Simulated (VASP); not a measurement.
Set up this calculation in VASP 6.6.1, as the native input.

```
Task                   : relaxation of cell and atoms
Functional             : BLYP
Potentials or basis    : VASP PAW PBE potentials, release 64 (Hg, Se)
Cutoff                 : 600 eV
k mesh                 : 8 × 8 × 8
Occupations            : fermi-dirac, width 0.05 eV
Spin                   : no spin polarisation
Dipole correction      : no
Further INCAR settings : ALGO = Fast; EDIFF = 1e-07; IBRION = 2; EDIFFG = -0.01; NSW = 60; ISIF = 3
```

The structure of HgSe lies in POSCAR:

```
HgSe
1.0
    0.0000000000      3.0390000000      3.0390000000
    3.0390000000      0.0000000000      3.0390000000
    3.0390000000      3.0390000000      0.0000000000
Hg Se
1 1
Direct
    0.0000000000      0.0000000000      0.0000000000
    0.7500000000      0.7500000000      0.7500000000
```

The input as run:

INCAR

```
SYSTEM = HgSe
PREC = Accurate
ENCUT = 600
EDIFF = 1E-7
ISMEAR = -1
SIGMA = 0.05
LREAL = .FALSE.
LASPH = .TRUE.
NELM = 100
ALGO = Fast
ISIF = 3
LWAVE = .FALSE.
LCHARG = .FALSE.
GGA = B5
ALDAX = 1.0
AGGAX = 1.0
AGGAC = 1.0
ALDAC = 0.0
IBRION = 2
NSW = 60
EDIFFG = -0.01
```

KPOINTS

```
regular mesh
0
G
  8 8 8
  0 0 0
```

Potentials or basis: VASP PAW PBE potentials, release 64 (Hg, Se).

Run with:

```console
$ cat potpaw_PBE.64/Hg/POTCAR potpaw_PBE.64/Se/POTCAR > POTCAR
$ mpirun -np 1 vasp_std > vasp.out
```

It gave:

The relaxed volume is 33.28 Å³/atom, the relaxed cell is a = 4.549 Å, b = 4.549 Å, c = 4.549 Å, α = 60.00°, β = 60.00°, γ = 60.00° and the space group after relaxing (to 0.05 Å) is F-43m (No. 216). The energy gained by relaxing is 123.5 meV/atom, the ionic steps are 5 and the pressure after relaxing is 0.0 GPa. The band gap on the k mesh is none (metal or under the smearing width).

Caveat: the volume moved by over 15 % at a fixed basis, so the end points are rough; the PAW data sets were made with another functional, which shifts forces and pressure a little; the volume moved by +19 % from the deposited cell, more than functionals usually miss.

Wall time 4.2 min on 1 thread of AMD EPYC 7R43 64-Core Processor (Zen 3) (shared host), peak memory 0.2 GiB.
